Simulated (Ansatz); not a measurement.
The system is InGaAs2.

```
CELL_PARAMETERS angstrom
4.22500 0.00000 0.00000
0.00000 4.22500 0.00000
0.00000 0.00000 5.96215
ATOMIC_POSITIONS crystal
In 0.00000 0.00000 0.50000
As 0.00000 0.50000 0.23153
As 0.50000 0.00000 0.76848
Ga 0.50000 0.50000 0.00000
```

The cell comes from a database or a generator and needn't be the stable form of this composition.

```yaml
Program: Ansatz 0.2.0
Task: relaxation of cell and atoms
Functional: PBEsol
Potentials_or_basis: Ansatz PAW earlier set
Cutoff: "1020 eV (not typed: the program's choice for these potentials)"
k_mesh: 6 × 6 × 5
Occupations: fermi-dirac, width 0.05 eV
Spin: no spin polarisation
```

At the start: volume 26.61 Å³/atom.

**Question.** Where does the relaxation end?

**Answer.** It ends after 5 steps and the volume is 25.37 Å³/atom (-4.6 %); space group P-4m2 (No. 115, to 0.05 Å).

Step by step:
| step | energy change (eV) | largest force (eV/Å) | volume (Å³) |
| --- | --- | --- | --- |
| 1 | 0.0000 | 0.0404 | 106.43 |
| 2 | -0.0374 | 0.2159 | 100.54 |
| 3 | -0.0427 | 0.0683 | 101.44 |
| 4 | -0.0431 | 0.0013 | 101.49 |
| 5 | -0.0431 | 0.0012 | 101.49 |

Final structure:
```
CELL_PARAMETERS angstrom
4.14992 0.00000 0.00000
0.00000 4.14992 0.00000
0.00000 0.00000 5.89301
ATOMIC_POSITIONS crystal
In 0.00000 0.00000 0.50000
As 0.00000 0.50000 0.23020
As 0.50000 0.00000 0.76980
Ga 0.50000 0.50000 0.00000
```

Caveat: the plane-wave basis is chosen anew once the cell has moved, so the energies of steps on either side of that aren't comparable; the PAW data sets come from PBE, with cores solved anew for the run's functional, which leaves a small shift of forces and pressure.
